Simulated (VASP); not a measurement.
ZnS (Wurtzite-2H):

```
Zn S
1.0
     3.81100    0.00000    0.00000
    -1.90550    3.30042    0.00000
     0.00000    0.00000    6.23400
Zn S
2 2
Direct
  0.66667 0.33333 0.50000
  0.33333 0.66667 0.00000
  0.66667 0.33333 0.88500
  0.33333 0.66667 0.38500
```

- Program: VASP 6.6.1
- Task: relaxation of cell and atoms
- Functional: RPBE
- Potentials or basis: VASP PAW PBE potentials, release 64 (Zn, S)
- Cutoff: 600 eV
- k mesh: 8 × 8 × 5
- Occupations: fermi-dirac, width 0.05 eV
- Spin: no spin polarisation

At the start: pressure 5.1 GPa; volume 19.60 Å³/atom.

Problem. How do energy, volume and symmetry change on relaxing?

Solution. Over 7 steps the energy falls by 25.5 meV/atom and the volume is 21.00 Å³/atom (+7.1 %); space group P6_3mc (No. 186, to 0.05 Å).

Step by step:
| step | energy change (eV) | largest force (eV/Å) | pressure (GPa) | volume (Å³) |
| --- | --- | --- | --- | --- |
| 1 | 0.0000 | 0.3285 | 5.09 | 78.41 |
| 2 | -0.0910 | 0.0756 | -1.18 | 85.69 |
| 3 | -0.0966 | 0.1171 | -0.11 | 84.15 |
| 4 | -0.0990 | 0.0788 | -0.03 | 84.05 |
| 5 | -0.1014 | 0.0014 | 0.09 | 83.85 |
| 6 | -0.1014 | 0.0154 | 0.10 | 83.82 |
| 7 | -0.1019 | 0.0006 | -0.04 | 84.00 |

Final structure:
```xyz
4
Lattice="3.8968 0.0000 0.0000 -1.9484 3.3748 0.0000 0.0000 0.0000 6.3871" Properties=species:S:1:pos:R:3 pbc="T T T"
Zn    1.9484    1.1249    3.2262
Zn    0.0000    2.2498    0.0326
S     1.9484    1.1249    5.6200
S     0.0000    2.2498    2.4264
```

Caveat: the PAW data sets were made with another functional, which shifts forces and pressure a little.
